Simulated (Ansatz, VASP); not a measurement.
**Fe: VASP beside Ansatz**

INCAR

```
PREC = Accurate ; ENCUT = 520
EDIFF = 1E-6 ; ISMEAR = 0
SIGMA = 0.1 ; LREAL = F
LASPH = T ; NELM = 150
ALGO = Normal ; ISIF = 2
LWAVE = F ; LCHARG = T
ISPIN = 2 ; MAGMOM = 3
LORBIT = 11 ; LMAXMIX = 4
GGA = PS ; LELF = T
LVHAR = T ; NBANDS = 14
```

The input KPOINTS:

```
Automatic mesh
0
Gamma
  13 13 13
```

POSCAR

```
Fe
1.0
    0.0000000000      1.9417396906      1.9651051623
    1.4984397099      0.0000000000      1.9651051623
    1.4984397099      1.9417396906      0.0000000000
Fe
1
Direct
    0.0000000000      0.0000000000      0.0000000000
```

The input input.yaml:

```yaml
crystal:
  lattice:
    - [0.0, 1.9417396906, 1.9651051623]
    - [1.4984397099, 0.0, 1.9651051623]
    - [1.4984397099, 1.9417396906, 0.0]
  atoms:
    - { symbol: Fe, position: [0.0, 0.0, 0.0], spin: 3.0 }
kpoints:
  mp_grid: { grid: [13, 13, 13] }
scf:
  occupations: { method: gaussian, width: 0.1 }
hamiltonian:
  xc: pbesol
  pseudopotentials: { kind: all_electron, lapw: { basis_error: 0.001 } }
magnetization:
  spin_polarized: true
output:
  forces: true
  stress: true
  eigenvalues: true
```

Alike in both runs: task single point; functional PBEsol; k mesh 13 × 13 × 13; occupations gaussian, width 0.1 eV; collinear spin.

|  | VASP | Ansatz |
| --- | --- | --- |
| version | VASP 6.6.1 | Ansatz 0.2.0 |
| potentials or method | VASP PAW PBE potentials, release 64 (Fe) | all-electron LAPW, scalar-relativistic |
| plane-wave cutoff (eV) | 520 | see its input |

VASP gave:

- gap on the k mesh at the Fermi level (eV): none
- pressure (GPa): -10.4
- largest component of the traceless stress (GPa): 5.01
- net moment per atom (μB): 2.20
- size of the moment on the site where the two differ most (μB): 2.19

Task: Which values does Ansatz return?

Result: gap on the k mesh at the Fermi level (eV): none; pressure (GPa): -10.6; largest component of the traceless stress (GPa): 5.22; net moment per atom (μB): 2.17; size of the moment on the site where the two differ most (μB): 2.22.

Site moments also hang on the region over which each program counts them. A gap of «none» marks a metal or a gap that the smearing closes. Ansatz ran all-electron here, so the differences hold the error of VASP's frozen core and of both bases.

Caveats: the PAW data sets were made with another functional, which shifts forces and pressure a little (VASP).
